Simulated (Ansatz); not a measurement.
# Si: molecular dynamics, part 2 of 2

Purpose: to heat the crystal hard, then run on and watch the hot state. Runs: 100 steps of 1.5 fs under a Langevin thermostat at 3500 K; 100 steps of 2 fs under a Langevin thermostat and barostat at 2450 K and 5 GPa. The start is the crystal (diamond), its volume scaled by 1.15.

Ansatz 0.2.0; DFT PBE+D3(BJ), plane waves, PAW, scalar-relativistic, no spin polarisation. The steps go on from the part before.

**8. What the atoms did**

The trajectory, every 4 steps (energies from step 0); msd is the mean square displacement from the start, the centre of mass held:

| time (fs) | T (K) | potential energy change (meV/atom) | conserved energy change (meV/atom) | volume (Å³/atom) | pressure (GPa) | msd Si (Å²) |
| --- | --- | --- | --- | --- | --- | --- |
| 0.0 | 2297 | 0.0 | 0.00 | 23.01 | -5.3 | 0.000 |
| 8.0 | 2516 | 1.0 | -0.23 | 23.01 | -5.0 | 0.012 |
| 16.0 | 2766 | 22.3 | -0.40 | 22.93 | -3.4 | 0.046 |
| 24.0 | 2609 | 30.9 | -0.18 | 22.95 | -3.3 | 0.095 |
| 32.0 | 2669 | 13.6 | -0.31 | 22.97 | -4.0 | 0.153 |
| 40.0 | 2975 | 16.7 | -0.05 | 22.95 | -4.0 | 0.213 |
| 48.0 | 3416 | -13.9 | -0.81 | 22.89 | -3.1 | 0.279 |
| 56.0 | 3539 | 18.4 | -0.18 | 22.83 | -2.2 | 0.359 |
| 64.0 | 3696 | 35.8 | -0.17 | 22.75 | -1.8 | 0.466 |
| 72.0 | 3527 | 26.1 | -0.29 | 22.62 | -1.9 | 0.572 |
| 80.0 | 2967 | 15.1 | -0.01 | 22.47 | -2.6 | 0.667 |
| 88.0 | 4089 | -8.5 | -0.40 | 22.34 | -3.0 | 0.776 |
| 96.0 | 3097 | -7.9 | -0.22 | 22.29 | -4.4 | 0.901 |
| 104.0 | 3083 | 20.9 | -0.07 | 22.20 | -4.9 | 1.049 |
| 112.0 | 2698 | 57.1 | -0.02 | 22.00 | -3.9 | 1.211 |
| 120.0 | 2094 | 83.2 | 0.12 | 21.79 | -2.1 | 1.360 |
| 128.0 | 2002 | 66.9 | -0.20 | 21.59 | -1.7 | 1.461 |
| 136.0 | 2487 | 49.5 | -0.17 | 21.41 | -1.6 | 1.550 |
| 144.0 | 1777 | 66.6 | 0.01 | 21.19 | -0.6 | 1.620 |
| 152.0 | 2170 | 49.3 | 0.10 | 20.89 | 0.2 | 1.656 |
| 160.0 | 2534 | -21.6 | -0.43 | 20.51 | -2.4 | 1.713 |
| 168.0 | 2957 | -24.0 | -0.58 | 20.09 | -2.1 | 1.789 |
| 176.0 | 1689 | 36.4 | 0.36 | 19.63 | -0.1 | 1.910 |
| 184.0 | 2185 | -16.9 | -0.34 | 19.16 | 1.1 | 2.029 |
| 192.0 | 2794 | -85.8 | -0.26 | 18.70 | 1.4 | 2.165 |
| 200.0 | 2735 | -77.7 | 0.11 | 18.31 | 1.7 | 2.303 |

time (fs), T (K) and a bar:
```
      0.0       2297 #######
      8.0       2516 ##########
     18.0       2514 ##########
     26.0       2726 ##############
     34.0       2560 ###########
     44.0       3036 ###################
     52.0       3383 #########################
     60.0       3689 ##############################
     70.0       3476 ##########################
     78.0       2999 ##################
     86.0       3682 ##############################
     96.0       3097 ####################
    104.0       3083 ####################
    114.0       2479 ##########
    122.0       2124 ####
    130.0       1923 
    140.0       2169 #####
    148.0       1895 
    156.0       2232 ######
    166.0       2933 #################
    174.0       2162 ####
    182.0       2071 ###
    192.0       2794 ###############
    200.0       2735 ##############
```

Pair distribution over the second half of the run:

| r (Å) | g Si–Si |
| --- | --- |
| 0.68 | 0.00 |
| 0.84 | 0.00 |
| 1.00 | 0.00 |
| 1.16 | 0.00 |
| 1.32 | 0.00 |
| 1.48 | 0.00 |
| 1.64 | 0.00 |
| 1.80 | 0.00 |
| 1.96 | 0.03 |
| 2.12 | 0.40 |
| 2.28 | 1.20 |
| 2.44 | 1.42 |
| 2.60 | 1.88 |
| 2.76 | 1.80 |
| 2.92 | 1.22 |
| 3.08 | 1.06 |

First peaks of g(r) (not always the tallest), and, where a minimum follows, the mean number of second-named atoms round a first-named one up to the next minimum:

| pair | peak (Å) | height | minimum (Å) | neighbours |
| --- | --- | --- | --- | --- |
| Si–Si | 2.68 | 1.9 | - | - |

**9. Positions and forces**

Positions (Å) and forces (eV/Å):

```xyz
16
Lattice="0.000 5.685 5.685 5.685 0.000 5.685 5.685 5.685 0.000" Properties=species:S:1:pos:R:3:forces:R:3 pbc="T T T" time_fs=34.0 T=2560 dE=0.2365
Si    0.057    0.048    0.308    0.634   -0.445    0.978
Si    1.146    1.423    2.417    1.277   -1.398   -1.298
Si    2.736    1.857    0.218   -0.338    0.830    0.561
Si    4.158    4.085    2.046   -0.363    0.556   -1.668
Si    3.203   -0.432    3.450    1.286    1.726   -2.660
Si    4.338    1.174    4.518    2.117    0.123   -0.235
Si    5.653    2.705    3.064    0.829   -0.224    0.703
Si    7.643    3.794    4.210   -2.829   -3.279    2.793
Si   -0.126    3.179    3.106   -0.826    0.985   -0.265
Si    1.532    4.677    4.065   -0.274    0.094    0.536
Si    3.125    6.078    2.805   -0.101   -0.051    0.410
Si    4.362    5.940    5.119    0.095    0.137    0.188
Si    2.690    2.611    4.794   -1.971    1.341    1.042
Si    4.518    3.583    6.403   -0.038    0.560    0.330
Si    6.571    4.992    6.598   -0.017    0.194   -0.732
Si    7.115    7.568    7.049    0.518   -1.148   -0.683
16
Lattice="0.000 5.665 5.665 5.665 0.000 5.665 5.665 5.665 0.000" Properties=species:S:1:pos:R:3:forces:R:3 pbc="T T T" time_fs=66.0 T=3569 dE=0.5544
Si   -0.013   -0.017    0.687    1.325    1.198   -1.805
Si    1.634    1.118    2.148   -1.666   -1.757    1.953
Si    2.699    2.104    0.598    2.003    1.282   -1.102
Si    4.063    4.716    1.874   -0.846   -2.171    0.448
Si    3.311   -0.772    3.312   -0.130   -0.316   -0.112
Si    4.373    1.312    4.342   -0.447   -1.865    1.354
Si    5.606    2.639    3.063   -0.333    1.478   -0.771
Si    7.251    3.181    4.615    0.608    1.691   -0.976
Si   -0.329    3.186    2.674    0.105    0.780   -0.430
Si    1.803    4.497    3.868   -2.153    2.580   -0.706
Si    3.079    6.333    3.197   -0.414    0.673   -0.312
Si    4.382    6.560    5.183    0.511   -0.698    0.163
Si    2.387    2.590    4.494    0.432   -2.981    1.880
Si    4.149    3.715    6.041    0.564    0.784    0.658
Si    6.568    4.768    6.231   -0.806    0.541    0.962
Si    6.969    7.323    7.177    1.247   -1.218   -1.204
16
Lattice="0.000 5.626 5.626 5.626 0.000 5.626 5.626 5.626 0.000" Properties=species:S:1:pos:R:3:forces:R:3 pbc="T T T" time_fs=100.0 T=3251 dE=0.0724
Si    0.133   -0.003    0.509   -0.211    0.031   -0.145
Si    1.601    0.595    2.470   -0.077    0.663   -0.537
Si    3.022    2.438    0.884   -0.988    0.150    0.893
Si    3.422    4.977    1.415    0.641   -0.326    0.109
Si    3.275   -0.931    3.329   -0.346   -0.068   -0.034
Si    4.265    1.145    4.128    0.114    0.018    0.681
Si    5.302    2.889    2.829    0.368   -0.555   -0.329
Si    7.133    2.875    4.475    0.519    0.536   -0.056
Si   -0.692    3.316    2.310    0.425   -0.014    0.135
Si    1.555    4.730    3.539   -0.757   -0.946    0.712
Si    3.089    6.512    3.423   -0.056    0.293   -0.157
Si    4.707    7.368    5.125    1.002   -0.643   -0.626
Si    2.109    2.220    5.029    0.403    0.757   -1.184
Si    4.010    4.085    5.777   -1.692   -0.672   -0.327
Si    6.090    4.793    5.980    1.350    0.740    0.112
Si    7.017    6.846    7.001   -0.694    0.037    0.752
16
Lattice="0.000 5.557 5.557 5.557 0.000 5.557 5.557 5.557 0.000" Properties=species:S:1:pos:R:3:forces:R:3 pbc="T T T" time_fs=134.0 T=2278 dE=0.8320
Si    0.381    0.041    0.222   -0.658    0.321    0.361
Si    1.334    0.477    2.967   -0.672    0.748   -0.710
Si    3.201    2.552    1.266   -0.680   -1.275   -0.215
Si    3.305    4.810    1.140    2.105   -0.011   -0.661
Si    3.003   -1.094    3.085    0.603   -0.561    0.111
Si    3.868    1.071    4.005    0.428    0.164    0.386
Si    5.239    2.757    2.305    0.971   -0.324    0.677
Si    6.875    2.673    4.213   -0.030    0.447    0.215
Si   -0.590    3.464    2.129   -0.062   -0.277    0.494
Si    1.344    4.694    3.739   -0.646   -1.206    0.556
Si    2.901    6.437    3.695    0.921    0.404    0.156
Si    4.950    7.735    4.855   -1.415    0.087   -0.344
Si    1.674    1.944    5.117    0.992    0.423   -0.763
Si    3.906    4.187    5.281   -0.782   -0.234   -0.414
Si    6.101    4.706    5.859   -0.375   -0.896   -1.040
Si    7.194    6.216    7.087   -0.701    2.190    1.190
16
Lattice="0.000 5.446 5.446 5.446 0.000 5.446 5.446 5.446 0.000" Properties=species:S:1:pos:R:3:forces:R:3 pbc="T T T" time_fs=166.0 T=2933 dE=-0.5251
Si    0.146   -0.046    0.322   -0.045    0.631    0.276
Si    1.020    0.575    3.239   -0.643   -0.837   -1.297
Si    2.919    2.124    1.455    0.064   -0.176   -0.114
Si    3.522    4.386    0.798   -0.907   -0.127   -0.208
Si    2.759   -1.389    2.867    0.296    0.151   -0.111
Si    3.673    0.872    3.819    0.416   -0.012    0.209
Si    5.267    2.621    2.075   -0.416   -0.431   -1.076
Si    6.431    2.499    3.993    1.257   -1.033    0.736
Si   -0.137    3.491    2.252   -0.064   -0.316   -0.363
Si    1.186    4.490    3.890    0.614   -0.572    0.381
Si    2.999    6.330    3.803   -1.280   -0.756   -0.193
Si    4.680    7.747    4.485    0.260    1.079    0.407
Si    1.662    1.967    4.922    0.702    1.293    1.207
Si    3.741    4.167    4.994   -0.483    0.105   -0.233
Si    6.256    4.283    5.429   -0.161    0.717    0.588
Si    6.899    6.014    7.123    0.389    0.283   -0.210
16
Lattice="0.000 5.272 5.272 5.272 0.000 5.272 5.272 5.272 0.000" Properties=species:S:1:pos:R:3:forces:R:3 pbc="T T T" time_fs=200.0 T=2735 dE=-1.2437
Si    0.209    0.106    0.351   -0.038    1.039    0.933
Si    0.635    0.749    3.241   -0.272    0.037    0.054
Si    2.497    2.032    1.430   -1.049   -0.828    0.305
Si    3.476    3.955    0.648   -1.225    2.413    1.339
Si    2.504   -1.789    2.652    0.430    0.006   -0.325
Si    3.472    0.789    3.571   -0.386   -0.042    0.025
Si    4.980    2.327    1.820    0.474   -0.247   -0.549
Si    6.067    1.914    3.860    0.786    0.398    0.822
Si    0.097    3.355    1.853   -0.291   -0.843    0.357
Si    1.042    4.031    3.980    0.830    0.080   -0.957
Si    3.043    6.004    3.581   -0.386    0.630   -0.294
Si    4.421    7.974    4.424    0.314   -2.341   -1.987
Si    1.716    2.107    5.334   -0.150   -0.245    0.131
Si    3.491    3.936    4.668    0.309   -0.454    0.256
Si    6.316    4.274    4.994   -0.253   -1.695   -2.535
Si    6.583    5.424    6.814    0.906    2.091    2.426
```

On run 2: Against a set 2450 K the second half averages 2398 K with a spread of 452 K (in equilibrium 16 atoms would scatter by about 500 K, over a far longer run). The conserved energy strays from its start by at most 0.81 meV/atom, 0.2 % of the mean kinetic energy, so a step of 2 fs is short enough over this time. By the end 2 of 16 atoms (2 Si) stand more than 1.65 Å from where they began, which a hop or a large turn of a group can both give. The volume changes by -20.4 % from first to last step, and is still moving at the end, so it is no equilibrium value. Counted from the crystal's sites, with the common drift removed, the atoms stand 1.30 Å away over the last tenth of the run (root mean square), 53 % of the neighbour distance: well past the 10 to 20 % at which crystals usually melt, so the lattice order is being lost.

**10. Outcome**

The summary covers parts 1 to 2.

| quantity | value |
| --- | --- |
| run 1: length | 100 steps of 1.5 fs |
| run 1: temperature, first and last step | 3281 and 2654 K |
| run 1: temperature, second half | mean 3087 K, from 1983 to 4394 K |
| run 1: potential energy, second half | +527 meV/atom from this run's first step |
| run 1: mean square displacement, second half | Si 0.497 Å² |
| run 2: length | 100 steps of 2 fs |
| run 2: temperature, first and last step | 2297 and 2735 K |
| run 2: temperature, second half | mean 2398 K, from 1460 to 3251 K |
| run 2: potential energy, second half | +18 meV/atom from this run's first step |
| run 2: largest change of the conserved energy | 0.81 meV/atom |
| run 2: volume, first and last step | 23.01 and 18.31 Å³/atom |
| run 2: mean square displacement, second half | Si 1.7 Å² |

Mean temperatures of the second halves: 3087 K, 2398 K. In the last run: counted from the crystal's sites, with the common drift removed, the atoms stand 1.30 Å away over the last tenth of the run (root mean square), 53 % of the neighbour distance: well past the 10 to 20 % at which crystals usually melt, so the lattice order is being lost. A run of 200 fs with 16 atoms shows the motion but fixes no equilibrium value.
